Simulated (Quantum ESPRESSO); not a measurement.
# CdSe (Fm-3m): the Cd K absorption edge, part 2 of 3

Aim: the near-edge shape at the Cd K edge of CdSe (Fm-3m), and what the core hole does to it.

Quantum ESPRESSO 7.5; X-ray absorption near-edge structure, plane-wave PAW LDA, one-electron final states by a Lanczos continued fraction.

So far. Step 2 (Ground state of the crystal): The mesh shows no gap, so the system is treated as a metal and the core electron is put at the Fermi level (neutral cell). Step 3 (Spectrum without a core hole, Cd atom 1): Main maxima below 30 eV (height): 8.4 eV (1.20) and 21.8 eV (1.11). A K edge sees empty p states on the absorber.

**5. The atom with a core hole**

Level of this step: all-electron atom with a core hole and its PAW potential, LDA, scalar-relativistic (Quantum ESPRESSO).

The final state has one core electron fewer, so a PAW data set is made for an atom with that hole.

Cd.lda-n-kjpaw-1sch.ld1.in

```
&input
   title='Cd', zed=48., rel=1, iswitch=3, dft='PZ',
   config='1s1 2s2 2p6 3s2 3p6 3d10 4s2 4p6 5s2 5p1 4d10'
/
&inputp
   file_pseudopw='Cd.lda-n-kjpaw-1sch.UPF', author='',
   lpaw=.true.,
   pseudotype=3,
   lloc=-1,
   rcloc=2.4,
   which_augfun='PSQ',
   rmatch_augfun_nc=.true.,
   nlcc=.true.,
   new_core_ps=.true.,
   rcore=1.8,
   tm=.true.,
   zval=13,
   lgipaw_reconstruction=.true., use_paw_as_gipaw=.true.
/
6
5S  1  0  2.00  0.00  1.60  2.30  0.0
5S  1  0  0.00  6.00  1.60  2.30  0.0
5P  2  1  1.00  0.00  1.60  2.30  0.0
5P  2  1  0.00  8.00  1.60  2.30  0.0
4D  3  2  10.00  0.00  0.75  1.80  0.0
4D  3  2  0.00  4.30  0.75  1.80  0.0
```

Launch:

```console
> ld1.x < Cd.lda-n-kjpaw-1sch.ld1.in > Cd.lda-n-kjpaw-1sch.ld1.out
```

Log:

```text
     [... banner and references ...]
PAW data will be used for GIPAW calculation
     --------------------------- All-electron run ----------------------------

     Cd
     scalar relativistic calculation

     atomic number is 48.00
     dft =PZ   lsd =0 sic =0 latt =0  beta=0.20 tr2=1.0E-14
     Exchange-correlation= PZ
                           (   1   1   0   0   0   0   0)
     mesh =1239 r(mesh) =  99.86297 a.u. xmin = -7.00 dx = 0.01250
     1 Ry =  13.60569312 eV, c = 137.03599908

     n l     nl                  e(Ry)          e(Ha)          e(eV)
     1 0     1S 1( 1.00)     -1993.1987      -996.5994    -27118.8500
     2 0     2S 1( 2.00)      -301.0946      -150.5473     -4096.6008
     2 1     2P 1( 6.00)      -273.4748      -136.7374     -3720.8139
[...]
3 2     3D 1(10.00)       -31.9148       -15.9574      -434.2234
[...]
4 2     4D 1(10.00)        -1.3899        -0.6949       -18.9099

     final scf error:  9.6E-15 reached in  36 iterations

     Etot =   -9210.013716 Ry,   -4605.006858 Ha, -125308.620274 eV

     Ekin =    9519.125721 Ry,    4759.562861 Ha,  129514.303359 eV
     Encl =  -22735.147958 Ry,  -11367.573979 Ha, -309327.446218 eV
     Eh   =    4275.495050 Ry,    2137.747525 Ha,   58171.073596 eV
     Exc  =    -269.486529 Ry,    -134.743264 Ha,   -3666.551011 eV

     normalization and overlap integrals

     s(1S/1S) =  1.000000  <r> =   0.0302  <r2> =    0.0012  r(max) =   0.0196
     s(1S/2S) = -0.012316
     s(1S/3S) = -0.005132
     s(1S/4S) = -0.002272
[...]
s(2S/2S) =  1.000000  <r> =   0.1298  <r2> =    0.0199  r(max) =   0.1098
[...]
s(2P/2P) =  1.000000  <r> =   0.1125  <r2> =    0.0154  r(max) =   0.0877
[...]
Encl =  -22735.147958 Ry,  -11367.573979 Ha, -309327.446218 eV
     Eh   =    4275.495050 Ry,    2137.747525 Ha,   58171.073596 eV
     Exc  =    -269.486529 Ry,    -134.743264 Ha,   -3666.551011 eV

     normalization and overlap integrals

[...]
s(3S/5S) = -0.000262
[...]
s(3P/5P) = -0.000161
     s(3D/3D) =  1.000000  <r> =   0.3243  <r2> =    0.1250  r(max) =   0.2570
     s(3D/4D) = -0.000478
     s(4S/4S) =  1.000000  <r> =   0.8535  <r2> =    0.8256  r(max) =   0.7721
     s(4S/5S) = -0.000161
     s(4P/4P) =  1.000000  <r> =   0.9227  <r2> =    0.9752  r(max) =   0.8116
     s(4P/5P) = -0.000097
     s(5S/5S) =  1.000000  <r> =   2.6161  <r2> =    7.8658  r(max) =   2.1518
     s(5P/5P) =  1.000000  <r> =   3.6687  <r2> =   15.9135  r(max) =   2.8329
     s(4D/4D) =  1.000000  <r> =   1.1826  <r2> =    1.6834  r(max) =   0.9313

     ------------------------ End of All-electron run ------------------------

     ---------------------- Testing the pseudopotential ----------------------

     Cd
     scalar relativistic calculation

     atomic number is 48.00   valence charge is 13.00
     dft = SLA  PZ   NOGX NOGC   lsd =0 sic =0 latt =0  beta=0.20 tr2=1.0E-14
     mesh =1239 r(mesh) =  99.86297 xmin = -7.00 dx = 0.01250

     n l     nl             e AE (Ry)        e PS (Ry)    De AE-PS (Ry)
     1 0     5S   1( 2.00)       -0.61416       -0.61417        0.00000
     2 1     5P   1( 1.00)       -0.20036       -0.20036        0.00000
     3 2     4D   1(10.00)       -1.38985       -1.38985        0.00000

     eps = 4.3E-16  iter =  3

     Etot =   -9210.013716 Ry,   -4605.006858 Ha, -125308.620274 eV
     Etotps =  -361.220467 Ry,    -180.610234 Ha,   -4914.654826 eV

     Ekin =     222.245144 Ry,     111.122572 Ha,    3023.799232 eV
     Encl =    -417.292182 Ry,    -208.646091 Ha,   -5677.549369 eV
     Ehrt =     103.313098 Ry,      51.656549 Ha,    1405.646301 eV
     Ecxc =    -269.486527 Ry,    -134.743264 Ha,   -3666.550989 eV
     (Ecc =      -4.851466 Ry,      -2.425733 Ha,     -66.007564 eV)

     ---------------------- End of pseudopotential test ----------------------
```

Wall time 0.91 s (1 MPI rank of Intel Xeon Gold 6455B (Sapphire Rapids), shared host); peak memory 0.13 GiB.

Removing the core electron and adding it to the valence shell costs the free atom 26786.6 eV.

**6. Supercell with XCH, Cd atom 1**

The holes are 5.7 Å apart. The excited electron is kept in the cell, where it fills the lowest empty states and screens the hole.

scf.in

```
&control
   calculation='scf', prefix='x', pseudo_dir='../pp', outdir='tmp', tprnfor=.true.
/
&system
   ibrav=0, nat=8, ntyp=3, nbnd=45
   ecutwfc=40, ecutrho=560
   occupations='smearing', smearing='mv', degauss=0.015
/
&electrons
   conv_thr=8.0e-08, electron_maxstep=120
   mixing_beta=0.5
/
ATOMIC_SPECIES
Cd0 1.0 Cd.lda-n-kjpaw-1sch.UPF
Cd 1.0 Cd.lda-n-kjpaw.UPF
Se 1.0 Se.lda-n-kjpaw.UPF
CELL_PARAMETERS angstrom
  0.00000000 0.00000000 5.74791600
  5.74791600 0.00000000 0.00000000
  0.00000000 5.74791600 0.00000000
ATOMIC_POSITIONS crystal
Cd0  0.00000000 0.00000000 0.00000000
Cd   0.00000000 0.50000000 0.50000000
Cd   0.50000000 0.50000000 0.00000000
Cd   0.50000000 0.00000000 0.50000000
Se   0.50000000 0.50000000 0.50000000
Se   0.50000000 0.00000000 0.00000000
Se   0.00000000 0.00000000 0.50000000
Se   0.00000000 0.50000000 0.00000000
K_POINTS automatic
5 5 5 0 0 0
```

Launch:

```console
> OMP_NUM_THREADS=1 mpirun --oversubscribe --bind-to none -np 4 pw.x -nk 4 -in scf.in > scf.out
```

Log:

```text
     [... banner and references ...]
[banner, memory and clock lines left out]
using ibrav=0 with symmetry is DISCOURAGED, use correct ibrav instead

     G-vector sticks info

     bravais-lattice index     =            0
     lattice parameter (alat)  =      10.8620  a.u.
     unit-cell volume          =    1281.5272 (a.u.)^3
     number of atoms/cell      =            8
     number of atomic types    =            3
     number of electrons       =        73.00
     number of Kohn-Sham states=           45
     kinetic-energy cutoff     =      40.0000  Ry
     charge density cutoff     =     560.0000  Ry
     scf convergence threshold =      8.0E-08
     mixing beta               =       0.5000
     number of iterations used =            8  plain     mixing
     Exchange-correlation= SLA  PZ   NOGX NOGC
                           (   1   1   0   0   0   0   0)

     celldm(1)=  10.861987  celldm(2)=   0.000000  celldm(3)=   0.000000
     celldm(4)=   0.000000  celldm(5)=   0.000000  celldm(6)=   0.000000

     crystal axes: (cart. coord. in units of alat)
               a(1) = (   0.000000   0.000000   1.000000 )
               a(2) = (   1.000000   0.000000   0.000000 )
               a(3) = (   0.000000   1.000000   0.000000 )

     reciprocal axes: (cart. coord. in units 2 pi/alat)
               b(1) = (  0.000000  0.000000  1.000000 )
               b(2) = (  1.000000  0.000000  0.000000 )
               b(3) = (  0.000000  1.000000  0.000000 )

     PseudoPot. #1 for Cd:     Pseudo is Projector augmented-wave + core cor, Zval = 13.0

     PseudoPot. #2 for Cd:     Pseudo is Projector augmented-wave + core cor, Zval = 12.0

[...]
iteration #  9     ecut=    40.00 Ry     beta= 0.50
     Davidson diagonalization with overlap
     ethr =  1.65E-09,  avg # of iterations =  2.7

     End of self-consistent calculation

          k = 0.0000 0.0000 0.0000 (  5449 PWs)   bands (ev):

    -7.0444  -7.0444  -6.8126  -6.8126  -6.8126  -5.7996  -4.7869  -4.6165
    -4.6165  -0.4140  -0.4140  -0.4140  -0.3317  -0.3317  -0.2970  -0.2806
    -0.2806  -0.2806  -0.1483  -0.1483  -0.1483   0.0658   0.0658   0.2938
     2.9736   2.9736   2.9736   4.6949   5.0039   5.0039   5.0039   5.1761
     5.1761   5.1761   6.6058   6.6058   6.6058   6.7205   6.7205   7.1078
    12.4485  12.4485  12.4485  15.6107  15.6107

     [... bands of 9 further k-points ...]

     the Fermi energy is     8.1514 ev

!    total energy              =   -2208.33282599 Ry
     total all-electron energy =    -62163.998047 Ry
     estimated scf accuracy    <       0.00000008 Ry
     smearing contrib. (-TS)   =      -0.00149466 Ry
     internal energy E=F+TS    =   -2208.33133133 Ry

     The total energy is F=E-TS. E is the sum of the following terms:
     one-electron contribution =    -110.91803548 Ry
     hartree contribution      =     118.35971552 Ry
     xc contribution           =    -116.58820394 Ry
     ewald contribution        =    -373.29612038 Ry
     one-center paw contrib.   =   -1725.88868705 Ry

     convergence has been achieved in   9 iterations

     Forces acting on atoms (cartesian axes, Ry/au):

     atom    1 type  1   force =     0.00000000    0.00000000    0.00000000
     atom    2 type  2   force =     0.00000000    0.00000000    0.00000000
     atom    3 type  2   force =     0.00000000    0.00000000    0.00000000
[...]
atom    7 type  3   force =     0.00000000    0.00000000    0.00000000
     atom    8 type  3   force =     0.00000000    0.00000000    0.00000000

     Total force =     0.000000     Total SCF correction =     0.000000

     XML data file, charge density, pseudopotentials, collected wavefunctions
```

Wall time 19 s (4 MPI ranks); peak memory 0.39 GiB; 76 s of CPU time.

Energy with the hole: -845784.281 eV, cores included.

**7. Spectrum with XCH, Cd atom 1**

The Lanczos recursion gives the spectrum without computing empty bands; each polarisation needs a run of its own on the full k mesh. xe0 is set between filled and empty states, and states below it are cut, here at the Fermi level, which holds the excited electron. The file of filecore holds the core orbital, taken from the hole-free data set.

xspectra.in

```
&input_xspectra
   calculation='xanes_dipole', edge='K'
   prefix='x', outdir='tmp', xiabs=1, xe0=8.1514
   xonly_plot=.false., x_save_file='xanes.sav'
   xniter=3000, xcheck_conv=20, xerror=0.005
   xcoordcrys=.false., xepsilon(1)=1, xepsilon(2)=0, xepsilon(3)=0
/
&plot
   xnepoint=501, xemin=-10, xemax=70, terminator=.true., cut_occ_states=.true.
   xgamma=0.4
/
&pseudos
   filecore='../Cd.wfc'
/
&cut_occ
   cut_desmooth=0.1, cut_stepl=0.05, cut_stepu=0.05, cut_ierror=1e-5
/
4 4 4 0 0 0
```

Launch:

```console
> OMP_NUM_THREADS=1 mpirun --oversubscribe --bind-to none -np 4 xspectra.x -nk 4 -in xspectra.in > xspectra.out
```

Log:

```text
     [... banner and references ...]
Reading input_file

     calculation: xanes_dipole

     xepsilon  [cartesian coordinates]:   1.000000   0.000000   0.000000

     xonly_plot: FALSE
        => complete calculation: Lanczos + spectrum plot

     filecore (core-wavefunction file): ../Cd.wfc

     main plot parameters:
        cut_occ_states: TRUE
        gamma_mode:  constant
        -> using xgamma [eV]:  0.40
        xemin [eV]: -10.00
        xemax [eV]:  70.00
        xnepoint:  501
        xe0 [eV]:   8.151400 (energy zero read in input file)

     WARNING: variable ef_r is obsolete

                      Reading SCF save directory: x.save

     tmp/x.save/

     Exchange-correlation= PZ
                           (   1   1   0   0   0   0   0)

     G-vector sticks info

                           Getting the Fermi energy

     From SCF save directory:
        ehomo [eV]:    8.3880 (highest occupied level)
        elumo [eV]:    8.5332 (lowest occupied level)
        ef    [eV]:    8.3880

     -> ef (in eV) will be written in x_save_file

                           Energy zero of the spectrum

     -> ef will NOT be used as energy zero of the spectrum
       (because xe0 read in input file)

     G-vector sticks info

     bravais-lattice index     =            0
     lattice parameter (alat)  =      10.8620  a.u.
     unit-cell volume          =    1281.5272 (a.u.)^3
     number of atoms/cell      =            8
     number of atomic types    =            3
     number of electrons       =        73.00
     number of Kohn-Sham states=           45
     kinetic-energy cutoff     =      40.0000  Ry
     charge density cutoff     =     560.0000  Ry
     Exchange-correlation= PZ
                           (   1   1   0   0   0   0   0)

     celldm(1)=  10.861987  celldm(2)=   0.000000  celldm(3)=   0.000000
     celldm(4)=   0.000000  celldm(5)=   0.000000  celldm(6)=   0.000000

     crystal axes: (cart. coord. in units of alat)
               a(1) = (   0.000000   0.000000   1.000000 )
               a(2) = (   1.000000   0.000000   0.000000 )
               a(3) = (   0.000000   1.000000   0.000000 )

     reciprocal axes: (cart. coord. in units 2 pi/alat)
               b(1) = (  0.000000  0.000000  1.000000 )
               b(2) = (  1.000000  0.000000  0.000000 )
               b(3) = (  0.000000  1.000000  0.000000 )

     PseudoPot. #1 for Cd:     Pseudo is Projector augmented-wave + core cor, Zval = 13.0

     PseudoPot. #2 for Cd:     Pseudo is Projector augmented-wave + core cor, Zval = 12.0

     PseudoPot. #3 for Se:     Pseudo is Projector augmented-wave + core cor, Zval =  6.0

     atomic species   valence    mass     pseudopotential
     Cd0              13.00     1.00000     Cd( 1.00)
     Cd               12.00     1.00000     Cd( 1.00)
     Se                6.00     1.00000     Se( 1.00)

     48 Sym. Ops., with inversion, found

   Cartesian axes

     site n.     atom                  positions (alat units)
         1        Cd0    tau(   1) = (   0.0000000   0.0000000   0.0000000  )
         2        Cd     tau(   2) = (   0.5000000   0.5000000   0.0000000  )
         3        Cd     tau(   3) = (   0.5000000   0.0000000   0.5000000  )
         4        Cd     tau(   4) = (   0.0000000   0.5000000   0.5000000  )
         5        Se     tau(   5) = (   0.5000000   0.5000000   0.5000000  )
         6        Se     tau(   6) = (   0.0000000   0.0000000   0.5000000  )
         7        Se     tau(   7) = (   0.0000000   0.5000000   0.0000000  )
         8        Se     tau(   8) = (   0.5000000   0.0000000   0.0000000  )

     number of k points=    64  Marzari-Vanderbilt smearing, width (Ry)=  0.0150
                       cart. coord. in units 2pi/alat
        k(    1) = (   0.0000000   0.0000000   0.0000000), wk =   0.0312500
        k(    2) = (   0.0000000   0.2500000   0.0000000), wk =   0.0312500
        k(    3) = (   0.0000000   0.5000000   0.0000000), wk =   0.0312500
        k(    4) = (   0.0000000   0.7500000   0.0000000), wk =   0.0312500
        k(    5) = (   0.2500000   0.0000000   0.0000000), wk =   0.0312500
[...]
k(   62) = (   0.7500000   0.2500000   0.7500000), wk =   0.0312500
        k(   63) = (   0.7500000   0.5000000   0.7500000), wk =   0.0312500
        k(   64) = (   0.7500000   0.7500000   0.7500000), wk =   0.0312500

     Dense  grid:   286625 G-vectors     FFT dimensions: (  81,  81,  81)

     Smooth grid:    43819 G-vectors     FFT dimensions: (  45,  45,  45)

     The potential is recalculated from file :
     tmp/x.save/charge-density

     Starting wfcs are   52 atomic wfcs
     Checking if some PAW data can be deallocated...

               Reading core wavefunction file for the absorbing atom

     ../Cd.wfc successfully read

                              Attributing the PAW radii
                     for the absorbing atom [units: Bohr radius]

        PAW proj 1: r_paw(l= 0)= 3.45  (1.5*r_cut)
        PAW proj 2: r_paw(l= 0)= 3.45  (1.5*r_cut)
        PAW proj 3: r_paw(l= 1)= 3.45  (1.5*r_cut)
        PAW proj 4: r_paw(l= 1)= 3.45  (1.5*r_cut)
        PAW proj 5: r_paw(l= 2)= 2.70  (1.5*r_cut)
        PAW proj 6: r_paw(l= 2)= 2.70  (1.5*r_cut)

        NB: The calculation will not necessary use all these r_paw values.
            - For a edge in the electric-dipole approximation,
              only the r_paw(l=1) values are used.
            - For a K edge in the electric-quadrupole approximation,
              only the r_paw(l=2) values are used.

            - For a L2 or L3 edge in the electric-quadrupole approximation,

              all projectors (s, p and d) are used.

                          Starting XANES calculation
                     in the electric dipole approximation

     Method of calculation based on the Lanczos recursion algorithm
        - STEP 1: Construction of a kpoint-dependent Lanczos basis,
          in which the Hamiltonian is tridiagonal (each 'iter'
          corresponds to the calculation of one more Lanczos vector)
        - STEP 2: Calculation of the cross-section as a continued fraction
          averaged over the k-points.

     ... Begin STEP 1 ...

        Radial transition matrix element(s) used in the calculation of the
        initial vector of the Lanczos basis (|tilde{phi}_abs> normalized)
        | For PAW proj. (l=1) #1: radial matrix element =   0.001249206
        | For PAW proj. (l=1) #2: radial matrix element =   0.002723848

NB: the    16 k-point are not all listed below because npool=  4
        |-------------------------------------------------------------
        ! k-point #     1:  ( 0.0000,  0.0000,  0.0000),  0.0312,   1
        |-------------------------------------------------------------
 okvan= T
        |   Norm of the initial Lanczos vector: 0.18774586E-02
        |   Estimated error at iter     20:   1.01071588
        |   Estimated error at iter     40:   0.63734674
        |   Estimated error at iter     60:   0.30971071
        |   Estimated error at iter     80:   0.39472659
        |   Estimated error at iter    100:   0.17455432
[...]
!   => CONVERGED at iter    180 with error=  0.00226699
        |-------------------------------------------------------------
        ! k-point #     2:  ( 0.0000,  0.2500,  0.0000),  0.0312,   1
        |-------------------------------------------------------------
 okvan= T
        |   Norm of the initial Lanczos vector: 0.18774791E-02
[...]
!   => CONVERGED at iter    340 with error=  0.00282459
        |-------------------------------------------------------------
     [... 13 further k-points ...]
        ! k-point #    16:  ( 0.7500,  0.7500,  0.0000),  0.0312,   1
        |-------------------------------------------------------------
 okvan= T
        |   Norm of the initial Lanczos vector: 0.18774703E-02
[...]
|   Estimated error at iter    460:   0.01005648
        |   Estimated error at iter    480:   0.00853770
        |   Estimated error at iter    500:   0.00765756
        !   => CONVERGED at iter    520 with error=  0.00447989

     Results of STEP 1 successfully written in x_save_file
     x_save_file name:
     ->  xanes.sav
     x_save_file version:  2

     ... End STEP 1 ...

     ... Begin STEP 2 ...

     The spectrum is calculated using the following parameters:
        xe0 [eV]:    8.1514
        the occupied states are elimintate from the spectrum
        xemin [eV]: -10.00
        xemax [eV]:  70.00
        xnepoint:  501
        constant broadening parameter [eV]:    0.400
        Core level energy [eV]: -0.2671E+05
         (from electron binding energy of neutral atoms in X-ray data booklet)

     Cross-section successfully written in xanes.dat

     ... End STEP 2 ...

                                END JOB XSpectra
```

Elapsed: 22 s, on 4 MPI ranks; peak memory 0.34 GiB; 86 s of CPU time.

The Cd K spectrum, Cd atom 1, excited-electron core hole (neutral cell) (energy from the energy zero of the input (xe0, at the border of filled and empty states); intensity scaled to a mean of 1 over the first 20 eV; folded afterwards to Lorentzian half width 3.64 eV; the points at xe0, where the cut of filled states can leave a spike, are interpolated):

```tsv
E (eV)	intensity
-2.0	0.39
-1.5	0.43
-1.0	0.48
-0.5	0.54
0.0	0.60
0.5	0.67
1.0	0.74
1.5	0.81
2.0	0.89
2.5	0.96
3.0	1.03
3.5	1.09
4.0	1.14
4.5	1.18
5.0	1.20
5.5	1.21
6.0	1.21
6.5	1.20
7.0	1.18
7.5	1.15
8.0	1.13
8.5	1.10
9.0	1.07
9.5	1.04
10.0	1.01
10.5	0.99
11.0	0.98
11.5	0.96
12.0	0.96
12.5	0.95
13.0	0.95
13.5	0.95
14.0	0.95
14.5	0.95
15.0	0.95
15.5	0.95
16.0	0.95
16.5	0.95
17.0	0.95
17.5	0.96
18.0	0.96
18.5	0.97
19.0	0.97
19.5	0.98
20.0	0.98
20.5	0.97
21.0	0.97
21.5	0.96
22.0	0.94
22.5	0.93
23.0	0.92
23.5	0.91
24.0	0.91
24.5	0.90
25.0	0.91
25.5	0.91
26.0	0.92
26.5	0.94
27.0	0.95
27.5	0.97
28.0	0.99
28.5	1.00
29.0	1.02
29.5	1.04
30.0	1.05
30.5	1.06
31.0	1.07
31.5	1.07
32.0	1.08
```

Main maxima below 30 eV (height): 5.7 eV (1.21) and 19.9 eV (0.98). 

[end of part 2 of 3]

[Banner, clock and machine lines of the logs are left out without a mark of their own.]

[Logs are printed without paths, hosts, clocks, repeated set-up lines and the standing remarks that a program may print on its own settings, such as how far it seeks lower states.]

[Hosts, paths, dates, database ids (printed as entryN), source tags and the programs' standing remarks are cut or masked in the printed files.]

[Lists of maxima count a maximum above −3 eV only where it reaches 4 % of the highest in the window and stands out from its surroundings by 2 % of it (1.5 % where it reaches 55 %); shoulders and weaker maxima are passed over, and of the rest the first, up to two pre-edge ones and the few strongest are named.]
